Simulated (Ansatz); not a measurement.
Gas-phase electronic energies from Ansatz, PBE0-D4/def2-TZVP geometries. CCSD(T)/CBS adds triple-zeta CCSD(T) − MP2 to the extrapolated MP2 energy (def2 sets, frozen cores). For Br, Ge outer-core shells are correlated without core-valence functions, which leaves a few kJ/mol of doubt a bond. Scalar relativity is left out up to krypton. One conformer a species, not always the lowest.

Consider the formal exchange of groups at a Ge–C bond: `[CH3][Ge][Br]` + `CC(C)(O)F` → `[F][Ge][Br]` + `CC(C)(C)O`.

```csv
species,CCSD(T)/def2-SVP energy (Eh)
`[CH3][Ge][Br]`,-4687.43899
`CC(C)(O)F`,-292.63632
`[F][Ge][Br]`,-4747.27621
`CC(C)(C)O`,-232.84391
```

**Question.** Work out ΔE.

**Answer.** ΔE = (-4747.27621) + (-232.84391) − (-4687.43899) − (-292.63632) = -0.04481 Eh = -1.22 eV. CCSD(T)/CBS gives -1.25 eV.

Largest T1 diagnostic among the species: 0.012.

Leaving LDA and LC-ωPBE aside and taking each functional with its dispersion term where it has one, the values, not all of them listed here, spread over 0.13 eV, from BLYP-D4 to HSE06-D4. From BLYP to BHLYP (50 % exact exchange), in def2-TZVPP and without D4, ΔE moves by +0.06 eV.
